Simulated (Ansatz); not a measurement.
## SnTe under changes of volume

One of the cells (31.281 Å³/atom); the others are scaled copies at fixed shape and fractional positions:

```
CELL_PARAMETERS angstrom
0.00000 3.15085 3.15085
3.15085 0.00000 3.15085
3.15085 3.15085 0.00000
ATOMIC_POSITIONS crystal
Te 0.50000 0.50000 0.50000
Sn 0.00000 0.00000 0.00000
```

- Program: Ansatz 0.2.0
- Functional: LDA
- Potentials or basis: Ansatz PAW
- Cutoff: 420 eV (not typed: the program's choice for these potentials)
- k mesh: 7 × 7 × 7
- Occupations: fermi-dirac, width 0.05 eV
- Spin: no spin polarisation

```csv
volume (Å³/atom),energy over the lowest point (meV/atom),pressure (GPa)
29.404,3.62,1.5
30.030,0.00,0.4
30.656,?,?
31.281,4.97,-1.6
31.907,12.71,-2.4
32.532,23.46,-3.1
33.158,36.90,-3.8
```

Q: What does the run at 30.656 Å³/atom give?

A: Energy over the lowest point 0.60 meV/atom; pressure -0.7 GPa.

Worked out: A Birch-Murnaghan fit of order 3 (a polynomial in V^(-2/3)) to the other rows has its minimum at 30.25 Å³/atom with B0 = V·E''(V) = 50 GPa and B' = 4.5. It gives 0.60 meV/atom at 30.656 Å³/atom, against the run's 0.60, and -dE/dV = -0.7 GPa, against -0.7.

Energies are extrapolated to zero smearing.

Caveats: the PAW data sets come from PBE, with cores solved anew for the run's functional, which leaves a small shift of forces and pressure.
